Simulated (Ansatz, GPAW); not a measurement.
## Bi: 3 runs at one level of theory

```
CELL_PARAMETERS angstrom
3.23838 0.00000 0.00000
0.00000 3.22164 0.00000
-0.08045 0.00000 6.44389
ATOMIC_POSITIONS crystal
Bi 0.54425 0.00000 0.74958
Bi 0.45575 0.00000 0.25042
```

This isn't the form of Bi at room conditions, which is rhombohedral.

Alike in all runs: task band structure; functional PBEsol; k mesh 8 × 8 × 4; occupations fermi-dirac, width 0.05 eV; no spin polarisation; no spin-orbit coupling. Pressure is positive in compression and, in plane waves, holds the error of the finite cutoff, which Ansatz's Pulay term estimates and takes out.

```tsv
program and potentials	plane-wave cutoff (eV)	notes	band gap (eV)	pressure (GPa)
GPAW, PAW data sets generated for this functional	600	-	no gap	-0.55
Ansatz, all-electron LAPW, scalar-relativistic	-	-	no gap	-0.43
Ansatz, PAW datasets made for the crystal	260	-	no gap	-0.43
```

None finds a gap. The pressure spans -0.55 (GPAW, PAW data sets generated for this functional) to -0.43 GPa (Ansatz, all-electron LAPW, scalar-relativistic), with all-electron results at -0.43.

Differences between rows come from potentials, basis sets and numerical settings, since the functional is the same but for its coding. Runs on potential files found faulty are left out.
